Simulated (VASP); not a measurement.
**C (Diamond): how numerical settings change the zone-centre modes**

How far do the zone-centre frequencies of C (Diamond) depend on the numerical settings? The starting structure is a measured crystal structure from the Crystallography Open Database.

Program: VASP 6.6.1. Level of theory: Kohn-Sham DFT with plane waves and PAW; LDA. Results are calculated unless marked as measured.

### Step 1. The starting structure

The structure is cubic, space group Fd-3m (No. 227). Conventional cell: a = 3.567 Å, b = 3.567 Å, c = 3.567 Å, α = 90.00°, β = 90.00°, γ = 90.00°. C has 4 C at 1.54 Å nearest.

### Step 2. Reference modes

The cell comes from a relaxation at this level, not shown (11.05 Å³).

The input, INCAR:

```
SYSTEM = C
PREC = Accurate
ENCUT = 520
EDIFF = 1E-08
NELM = 100
ISMEAR = 0
SIGMA = 0.03
LREAL = .FALSE.
ALGO = Normal
GGA = CA
NBANDS = 10
LORBIT = 11
LWAVE = .FALSE.
LCHARG = .FALSE.
KPAR = 4
IBRION = 8
LEPSILON = .TRUE.
LPEAD = .TRUE.
ISIF = 2
```

The input, POSCAR:

```
C
1.0
    0.0000000000      1.7679029686      1.7679029686
    1.7679029686      0.0000000000      1.7679029686
    1.7679029686      1.7679029686      0.0000000000
C
2
Direct
    0.7500000000      0.7500000000      0.7500000000
    0.5000000000      0.5000000000      0.5000000000
```

The input, KPOINTS:

```
Automatic mesh
0
Gamma
14 14 14
0 0 0
```

Potentials, in the order of the species: C (LDA family, release 64).

The run is started by

```
> mpirun -np 4 vasp_std
```

What it wrote:

```text
[banner, memory and clock lines left out]
running    4 mpi-ranks, on    1 nodes
 distrk:  each k-point on    1 cores,    4 groups
 distr:  one band on    1 cores,    1 groups

 POSCAR found type information on POSCAR C
 POSCAR found :  1 types and       2 ions
 LDA part: xc-table for (Slater(with rela. corr.)+CA(PZ))
 , standard interpolation
 POSCAR, INCAR and KPOINTS ok, starting setup
 FFT: planning ... GRIDC
 FFT: planning ... GRID_SOFT
 FFT: planning ... GRID
 WAVECAR not read
 entering main loop
       N       E                     dE             d eps       ncg     rms          rms(c)
DAV:   1    -0.289603158583E+01   -0.28960E+01   -0.47871E+03  2240   0.764E+02
DAV:   2    -0.208087555124E+02   -0.17913E+02   -0.17528E+02  2752   0.126E+02
DAV:   3    -0.211055030123E+02   -0.29675E+00   -0.29583E+00  2434   0.130E+01
DAV:   4    -0.211061544888E+02   -0.65148E-03   -0.65145E-03  2290   0.690E-01
DAV:   5    -0.211061553572E+02   -0.86844E-06   -0.86844E-06  2358   0.241E-02    0.589E+00
DAV:   6    -0.204677780194E+02    0.63838E+00   -0.36651E-01  2170   0.448E+00    0.342E+00
DAV:   7    -0.202456845274E+02    0.22209E+00   -0.43001E-01  2246   0.486E+00    0.756E-01
DAV:   8    -0.202455014761E+02    0.18305E-03   -0.89263E-03  2220   0.851E-01    0.263E-02
DAV:   9    -0.202454897249E+02    0.11751E-04   -0.32929E-05  2360   0.482E-02    0.195E-02
DAV:  10    -0.202454911516E+02   -0.14267E-05   -0.17239E-06  2288   0.118E-02    0.450E-03
DAV:  11    -0.202454910957E+02    0.55889E-07   -0.57023E-08  2374   0.197E-03    0.707E-04
DAV:  12    -0.202454910879E+02    0.78097E-08   -0.12164E-09  1222   0.349E-04
   1 F= -.20245491E+02 E0= -.20245491E+02  d E =-.211948E-14
 Linear response reoptimize wavefunctions to high precision
DAV:   1    -0.202454910864E+02    0.15534E-08   -0.74534E-11  1374   0.912E-05
DAV:   2    -0.202454910864E+02    0.17906E-10   -0.26912E-12  1088   0.179E-05
 Linear response to external field (no local field effect), progress :
  Direction:   1
       N       E                     dE             d eps       ncg     rms          rms(c)
RMM:   1    -0.177988686904E+00   -0.17799E+00   -0.64979E-01  1248   0.225E+00
RMM:   2    -0.182129194473E+00   -0.41405E-02   -0.10474E-03  1248   0.270E-01
RMM:   3    -0.182133482898E+00   -0.42884E-05   -0.30973E-06  1243   0.113E-02
RMM:   4    -0.182133500985E+00   -0.18087E-07   -0.12391E-08  1114   0.758E-04
RMM:   5    -0.182133501056E+00   -0.71054E-10   -0.57969E-11   246   0.502E-05
 change of polarisation eV/A/(eV/A) component  1 :     0.364     0.162     0.047
 dielectric tensor                  component  1 :     6.965     2.650     0.768
 Linear response to external field (no local field effect), progress :
  Direction:   2
       N       E                     dE             d eps       ncg     rms          rms(c)
RMM:   1    -0.174780261660E+00   -0.17478E+00   -0.62073E-01  1248   0.227E+00
RMM:   2    -0.178790208067E+00   -0.40099E-02   -0.10135E-03  1248   0.272E-01
RMM:   3    -0.178794293595E+00   -0.40855E-05   -0.32028E-06  1243   0.112E-02
RMM:   4    -0.178794313470E+00   -0.19875E-07   -0.13437E-08  1119   0.808E-04
RMM:   5    -0.178794313533E+00   -0.63108E-10   -0.18665E-10   248   0.510E-05
 change of polarisation eV/A/(eV/A) component  2 :     0.162     0.358    -0.062
 dielectric tensor                  component  2 :     2.650     6.855    -1.011
 Linear response to external field (no local field effect), progress :
  Direction:   3
       N       E                     dE             d eps       ncg     rms          rms(c)
RMM:   1    -0.894773526627E-01   -0.89477E-01   -0.31690E-01  1232   0.168E+00
RMM:   2    -0.917752342656E-01   -0.22979E-02   -0.51687E-04  1248   0.189E-01
RMM:   3    -0.917772519298E-01   -0.20177E-05   -0.14693E-06  1245   0.823E-03
RMM:   4    -0.917772598198E-01   -0.78899E-08   -0.53138E-09  1082   0.578E-04
 change of polarisation eV/A/(eV/A) component  3 :     0.047    -0.062     0.184
 dielectric tensor                  component  3 :     0.768    -1.011     4.006
 Linear response to external field, progress :
  Direction:   1
       N       E                     dE             d eps       ncg     rms          rms(c)
RMM:   1    -0.147407261900E+00   -0.14741E+00   -0.52912E-01  2912   0.207E+00
RMM:   2    -0.150876475696E+00   -0.34692E-02   -0.85832E-04  2928   0.243E-01    0.692E-01
RMM:   3    -0.148623108954E+00    0.22534E-02   -0.74398E-04  7260   0.210E-01    0.403E-01
RMM:   4    -0.153492641846E+00   -0.48695E-02   -0.10915E-03  8055   0.256E-01    0.326E-02
RMM:   5    -0.153890257183E+00   -0.39762E-03   -0.11593E-05  7573   0.267E-02    0.280E-03
RMM:   6    -0.153904058372E+00   -0.13801E-04   -0.35447E-08  8124   0.167E-03    0.151E-03
RMM:   7    -0.153907407408E+00   -0.33490E-05   -0.55548E-09  8041   0.713E-04    0.102E-04
RMM:   8    -0.153907974712E+00   -0.56730E-06   -0.39749E-11  6825   0.639E-05    0.257E-05
RMM:   9    -0.153907860388E+00    0.11432E-06    0.27137E-11  3906   0.213E-05    0.215E-06
 change of polarisation eV/A/(eV/A) component  1 :     0.291     0.088     0.034
 dielectric tensor                  component  1 :     5.765     1.444     0.549
 Linear response to external field, progress :
  Direction:   2
       N       E                     dE             d eps       ncg     rms          rms(c)
RMM:   1    -0.147415997511E+00   -0.14742E+00   -0.52912E-01  2912   0.207E+00
RMM:   2    -0.150906322256E+00   -0.34903E-02   -0.86065E-04  2928   0.244E-01    0.692E-01
RMM:   3    -0.148653795877E+00    0.22525E-02   -0.74389E-04  7262   0.210E-01    0.403E-01
RMM:   4    -0.153522722577E+00   -0.48689E-02   -0.10911E-03  8053   0.256E-01    0.326E-02
RMM:   5    -0.153920104624E+00   -0.39738E-03   -0.11585E-05  7570   0.267E-02    0.280E-03
RMM:   6    -0.153934035242E+00   -0.13931E-04   -0.35427E-08  8130   0.167E-03    0.151E-03
RMM:   7    -0.153937372869E+00   -0.33376E-05   -0.56427E-09  8049   0.713E-04    0.102E-04
RMM:   8    -0.153937945249E+00   -0.57238E-06   -0.12642E-10  6829   0.637E-05    0.257E-05
RMM:   9    -0.153937828719E+00    0.11653E-06   -0.56724E-11  3934   0.214E-05    0.215E-06
 change of polarisation eV/A/(eV/A) component  2 :     0.072     0.291     0.005
 dielectric tensor                  component  2 :     1.177     5.766     0.078
 Linear response to external field, progress :
  Direction:   3
       N       E                     dE             d eps       ncg     rms          rms(c)
RMM:   1    -0.147417074709E+00   -0.14742E+00   -0.52914E-01  2912   0.207E+00
RMM:   2    -0.150905781863E+00   -0.34887E-02   -0.85880E-04  2928   0.244E-01    0.692E-01
RMM:   3    -0.148653299545E+00    0.22525E-02   -0.74106E-04  7262   0.209E-01    0.403E-01
RMM:   4    -0.153522377290E+00   -0.48691E-02   -0.10882E-03  8053   0.256E-01    0.326E-02
RMM:   5    -0.153919467798E+00   -0.39709E-03   -0.11581E-05  7577   0.267E-02    0.280E-03
RMM:   6    -0.153933468378E+00   -0.14001E-04   -0.34826E-08  8132   0.166E-03    0.152E-03
RMM:   7    -0.153936796686E+00   -0.33283E-05   -0.56007E-09  8050   0.711E-04    0.102E-04
RMM:   8    -0.153937375265E+00   -0.57858E-06   -0.12293E-10  6794   0.627E-05    0.256E-05
RMM:   9    -0.153937255201E+00    0.12006E-06   -0.54398E-11  3941   0.215E-05    0.216E-06
 change of polarisation eV/A/(eV/A) component  3 :     0.015     0.059     0.291
 dielectric tensor                  component  3 :     0.245     0.966     5.766
 Linear response DOF=           1
 Linear response progress:
  Degree of freedom:   1/  1
       N       E                     dE             d eps       ncg     rms          rms(c)
RMM:   1    -0.119729887664E+00   -0.11973E+00   -0.19123E-02 20482   0.207E+00
RMM:   2    -0.110281431028E+00    0.94485E-02   -0.82899E-04 13033   0.397E-01    0.189E-01
RMM:   3    -0.110579203060E+00   -0.29777E-03   -0.78195E-05 12856   0.112E-01    0.103E-01
RMM:   4    -0.111374284000E+00   -0.79508E-03   -0.15270E-04 12740   0.116E-01    0.133E-02
RMM:   5    -0.111337720975E+00    0.36563E-04    0.11573E-05 13885   0.138E-02    0.101E-03
RMM:   6    -0.111338885421E+00   -0.11644E-05    0.18456E-06 13887   0.813E-04    0.449E-04
RMM:   7    -0.111336376317E+00    0.25091E-05    0.73041E-07 14227   0.352E-04    0.664E-05
RMM:   8    -0.111336430959E+00   -0.54641E-07    0.53522E-09 14236   0.452E-05    0.101E-05
RMM:   9    -0.111336308124E+00    0.12283E-06   -0.28584E-08 14754   0.185E-05    0.149E-06
RMM:  10    -0.111336304441E+00    0.36830E-08   -0.14177E-08 11933   0.676E-06    0.152E-07
 first order change of Fermi-energy   0.39362E-04
 force on displaced ion       1 direction 1 : -38.569  -0.000  -0.000
 Born effective charge ion    1 direction 1 :  -0.000   0.000   0.000
 Born effective charges drift removed
 Linear response finished
```

Wall time 16 s (4 MPI ranks of Intel Xeon 6975P-C (Granite Rapids), shared host); peak memory 1.1 GiB; 64 s of CPU time.

Lines that name or quote the potential files are left out of all logs, and their timing lines are given in words.

From OUTCAR (step 2):

```text
ion  position               nearest neighbor table
   1  0.750  0.750  0.750-   2 1.53   2 1.53   2 1.53   2 1.53
   2  0.500  0.500  0.500-   1 1.53   1 1.53   1 1.53   1 1.53

  LATTYP: Found a face centered cubic cell.
 ALAT       =     3.5358059372

 Subroutine GETGRP returns: Found 48 space group operations
 (whereof 24 operations were pure point group operations)

The static configuration has the point symmetry T_d .
 The point group associated with its full space group is O_h .

 Found    104 irreducible k-points:

   k-points           NKPTS =    104   k-points in BZ     NKDIM =    104   number of bands    NBANDS=     10

   dimension x,y,z NGX =    20 NGY =   20 NGZ =   20
   dimension x,y,z NGXF=    40 NGYF=   40 NGZF=   40

   ENCUT  =  520.0 eV  38.22 Ry    6.18 a.u.   4.65  4.65  4.65*2*pi/ulx,y,z

   NELECT =       8.0000    total number of electrons

 k-points in reciprocal lattice and weights: Automatic mesh
   0.00000000  0.00000000  0.00000000       0.000
   0.07142857  0.00000000  0.00000000       0.003
   0.14285714  0.00000000  0.00000000       0.003
   0.21428571  0.00000000  0.00000000       0.003
   0.28571429  0.00000000  0.00000000       0.003
   0.35714286  0.00000000  0.00000000       0.003
   0.42857143  0.00000000  0.00000000       0.003
   0.50000000  0.00000000  0.00000000       0.001
   0.07142857  0.07142857  0.00000000       0.002
[...]
-0.28571429  0.42857143  0.21428571       0.009
  -0.28571429  0.50000000  0.21428571       0.004

 average (electrostatic) potential at core
       1 -49.1194       2 -49.1194

  Total        0.0001006      0.0001006      0.0001006     -0.0000000      0.0000000      0.0000000
  in kB        0.0145916      0.0145916      0.0145916     -0.0000000      0.0000000      0.0000000
  external PRESSURE =       0.0145916 kB  Pullay stress =       0.0000000 kB

  energy-cutoff  :      520.00
  volume of cell :       11.05
      direct lattice vectors                 reciprocal lattice vectors
     0.000000000  1.767902969  1.767902969    -0.282820952  0.282820952  0.282820952
     1.767902969  0.000000000  1.767902969     0.282820952 -0.282820952  0.282820952
     1.767902969  1.767902969  0.000000000     0.282820952  0.282820952 -0.282820952

 POSITION                                       TOTAL-FORCE (eV/Angst)
 -----------------------------------------------------------------------------------
      2.65185      2.65185      2.65185         0.000000      0.000000      0.000000
      1.76790      1.76790      1.76790        -0.000000     -0.000000     -0.000000
 -----------------------------------------------------------------------------------
    total drift:                                0.000000     -0.000000      0.000000

 MACROSCOPIC STATIC DIELECTRIC TENSOR (including local field effects in DFT)
 ------------------------------------------------------
           5.765531    -0.000000     0.000000
           0.000000     5.765531    -0.000000
          -0.000000    -0.000000     5.765531
 ------------------------------------------------------

 PIEZOELECTRIC TENSOR (including local field effects)  for field in x, y, z        (C/m^2)
          XX          YY          ZZ          XY          YZ          ZX
  --------------------------------------------------------------------------------
  x    -0.00000    -0.00000    -0.00000     0.00000    -0.00000    -0.00000
  y    -0.00000    -0.00000     0.00000    -0.00000     0.00000    -0.00000
  z     0.00000    -0.00000     0.00000    -0.00000    -0.00000     0.00000

 BORN EFFECTIVE CHARGES (including local field effects) (in |e|, cummulative output)
 ---------------------------------------------------------------------------------
 ion    1
    1     0.00000     0.00000     0.00000
    2     0.00000     0.00000     0.00000
    3     0.00000    -0.00000    -0.00000
 ion    2
    1    -0.00000     0.00000     0.00000
    2     0.00000    -0.00000     0.00000
    3     0.00000     0.00000     0.00000

 Eigenvectors and eigenvalues of the dynamical matrix
 ----------------------------------------------------

   1 f  =   39.618209 THz   248.928548 2PiTHz 1321.521199 cm-1   163.847673 meV
             X         Y         Z           dx          dy          dz
      2.651854  2.651854  2.651854     0.000000   -0.707107    0.000000
      1.767903  1.767903  1.767903     0.000000    0.707107    0.000000

   2 f  =   39.618209 THz   248.928548 2PiTHz 1321.521199 cm-1   163.847673 meV
             X         Y         Z           dx          dy          dz
      2.651854  2.651854  2.651854    -0.707107    0.000000    0.000000
      1.767903  1.767903  1.767903     0.707107    0.000000    0.000000

   3 f  =   39.618209 THz   248.928548 2PiTHz 1321.521199 cm-1   163.847673 meV
             X         Y         Z           dx          dy          dz
      2.651854  2.651854  2.651854     0.000000    0.000000   -0.707107
      1.767903  1.767903  1.767903     0.000000    0.000000    0.707107

   4 f  =    0.000000 THz     0.000000 2PiTHz    0.000000 cm-1     0.000000 meV
             X         Y         Z           dx          dy          dz
      2.651854  2.651854  2.651854     0.707107    0.000000    0.000000
      1.767903  1.767903  1.767903     0.707107    0.000000    0.000000

   5 f  =    0.000000 THz     0.000000 2PiTHz    0.000000 cm-1     0.000000 meV
             X         Y         Z           dx          dy          dz
      2.651854  2.651854  2.651854     0.000000    0.707107    0.000000
      1.767903  1.767903  1.767903     0.000000    0.707107    0.000000

   6 f  =    0.000000 THz     0.000000 2PiTHz    0.000000 cm-1     0.000000 meV
             X         Y         Z           dx          dy          dz
      2.651854  2.651854  2.651854     0.000000    0.000000    0.707107
      1.767903  1.767903  1.767903     0.000000    0.000000    0.707107

 MACROSCOPIC STATIC DIELECTRIC TENSOR IONIC CONTRIBUTION
 ------------------------------------------------------
           0.000000     0.000000     0.000000
           0.000000     0.000000    -0.000000
           0.000000    -0.000000     0.000000
 ------------------------------------------------------

 ELASTIC MODULI CONTR FROM IONIC RELAXATION (kBar)
 Direction    XX          YY          ZZ          XY          YZ          ZX
 --------------------------------------------------------------------------------
 XX          -0.0000     -0.0000     -0.0000      0.0000      0.0000      0.0000
 YY          -0.0000     -0.0000     -0.0000      0.0000      0.0000     -0.0000
 ZZ          -0.0000     -0.0000     -0.0000      0.0000      0.0000      0.0000
 XY           0.0000      0.0000      0.0000    -63.5258      0.0000      0.0000
 YZ           0.0000      0.0000      0.0000      0.0000    -63.5258      0.0000
 ZX           0.0000     -0.0000      0.0000      0.0000      0.0000    -63.5258
 --------------------------------------------------------------------------------

 PIEZOELECTRIC TENSOR IONIC CONTR  for field in x, y, z        (C/m^2)
          XX          YY          ZZ          XY          YZ          ZX
  --------------------------------------------------------------------------------
  x     0.00000     0.00000     0.00000     0.00000    -0.00000     0.00000
  y     0.00000    -0.00000     0.00000     0.00000     0.00000    -0.00000
  z    -0.00000     0.00000    -0.00000     0.00000     0.00000     0.00000
```

Energies printed during the response cycles are not total energies of the cell.

Reference: the zone-centre mode is T2g 1321.5 cm⁻¹.

### Step 3. Modes with an 8×8×8 mesh

Against step 2 the input has an 8×8×8 mesh.

INCAR is that of step 2.

POSCAR is that of step 2.

The input, KPOINTS:

```
Automatic mesh
0
Gamma
8 8 8
0 0 0
```

The run is started by

```
> mpirun -np 4 vasp_std
```

What it wrote:

```text
[... set-up lines as in an earlier step ...]
 entering main loop
       N       E                     dE             d eps       ncg     rms          rms(c)
DAV:   1    -0.173941395979E+01   -0.17394E+01   -0.47155E+03   620   0.772E+02
DAV:   2    -0.207606844257E+02   -0.19021E+02   -0.18407E+02   758   0.125E+02
DAV:   3    -0.211048527992E+02   -0.34417E+00   -0.34327E+00   688   0.134E+01
DAV:   4    -0.211056827873E+02   -0.82999E-03   -0.82996E-03   638   0.718E-01
[...]
DAV:  10    -0.202446863034E+02   -0.14690E-05   -0.17584E-06   632   0.119E-02    0.459E-03
DAV:  11    -0.202446862456E+02    0.57813E-07   -0.61563E-08   682   0.204E-03    0.708E-04
DAV:  12    -0.202446862380E+02    0.76018E-08   -0.12915E-09   368   0.357E-04
   1 F= -.20244686E+02 E0= -.20244686E+02  d E =-.852427E-19
 Linear response reoptimize wavefunctions to high precision
DAV:   1    -0.202446862364E+02    0.15444E-08   -0.78427E-11   378   0.912E-05
DAV:   2    -0.202446862364E+02    0.32685E-10   -0.29993E-12   306   0.174E-05
 Linear response to external field (no local field effect), progress :
[...]
RMM:   9    -0.153375613014E+00    0.12007E-06    0.00000E+00   916   0.197E-05    0.218E-06
 change of polarisation eV/A/(eV/A) component  3 :     0.010     0.056     0.290
 dielectric tensor                  component  3 :     0.157     0.918     5.748
 Linear response DOF=           1
 Linear response progress:
  Degree of freedom:   1/  1
       N       E                     dE             d eps       ncg     rms          rms(c)
RMM:   1    -0.120686338913E+00   -0.12069E+00   -0.28121E-02  4474   0.207E+00
RMM:   2    -0.110109154240E+00    0.10577E-01    0.90805E-04  2893   0.400E-01    0.189E-01
RMM:   3    -0.110565653218E+00   -0.45650E-03    0.12075E-04  2824   0.112E-01    0.103E-01
RMM:   4    -0.111362054090E+00   -0.79640E-03    0.43691E-05  2800   0.116E-01    0.133E-02
[...]
RMM:   8    -0.111343869405E+00   -0.84605E-07   -0.27670E-08  3124   0.406E-05    0.103E-05
RMM:   9    -0.111343751719E+00    0.11769E-06   -0.61231E-08  3249   0.134E-05    0.153E-06
RMM:  10    -0.111343744208E+00    0.75118E-08   -0.60772E-09  2591   0.125E-06    0.180E-07
 first order change of Fermi-energy   0.68399E-04
 force on displaced ion       1 direction 1 : -38.581  -0.000  -0.000
 Born effective charge ion    1 direction 1 :  -0.000   0.000   0.000
 Born effective charges drift removed
 Linear response finished
```

Wall time 5.4 s (4 MPI ranks); peak memory 0.61 GiB.

OUTCAR, selected parts (step 3):

```text
  Total        0.0005285      0.0005285      0.0005285      0.0000000      0.0000000      0.0000000
  in kB        0.0766240      0.0766240      0.0766240      0.0000000      0.0000000      0.0000000
  external PRESSURE =       0.0766240 kB  Pullay stress =       0.0000000 kB

 POSITION                                       TOTAL-FORCE (eV/Angst)
 -----------------------------------------------------------------------------------
      2.65185      2.65185      2.65185        -0.000000     -0.000000     -0.000000
      1.76790      1.76790      1.76790         0.000000      0.000000      0.000000
 -----------------------------------------------------------------------------------
    total drift:                                0.000000     -0.000000      0.000000

 MACROSCOPIC STATIC DIELECTRIC TENSOR (including local field effects in DFT)
 ------------------------------------------------------
           5.747420    -0.000000    -0.000000
          -0.000000     5.747420    -0.000000
          -0.000000     0.000000     5.747420
 ------------------------------------------------------

[... 2 parts as in an earlier step ...]

[... 1 further part left out ...]
```

With an 8×8×8 mesh the mode is T2g 1321.7 cm⁻¹, +0.2 cm⁻¹ from the reference.

(Part 1 of 2 ends here.)

[Lines on the potential files, build, host, timing and source positions are cut from VASP's logs without a mark.]

[Logs are printed without paths, hosts, clocks, repeated set-up lines and the standing remarks that a program may print on its own settings, such as how far it seeks lower states.]

[Hosts, paths, dates, database ids (printed as entryN), source tags and the programs' standing remarks are cut or masked in the printed files.]
